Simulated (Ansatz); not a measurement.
Take a crystal in which Cs has been replaced by K on all its sites, with the cell rescaled by a rough guess (in some cases also distorted within its space group) and nothing relaxed:

```
CELL_PARAMETERS angstrom
0.00000 3.18901 3.18901
3.18901 0.00000 3.18901
3.18901 3.18901 0.00000
ATOMIC_POSITIONS crystal
K 0.00000 0.00000 0.00000
Cl 0.50000 0.50000 0.50000
```

Method: DFT PBE, scalar-relativistic, plane waves, PAW in Ansatz.

Settings: cutoff 420 eV, Γ-centred mesh 6×6×6 on the computed 2-atom cell, Gaussian smearing of 0.02 eV; no spin polarisation.

(1) What pressure does the cell carry?

(2) Is it a metal on this mesh?

(3) What is its energy against the elements in their standard states?

Answers

(1) The pressure is 0.0 GPa (positive in compression), so the cell would hardly change its volume.

(2) No: the gap is 5.05 eV, the least direct gap 5.05 eV.

(3) -1.999 eV/atom at this unrelaxed geometry, with the elements in the same functional.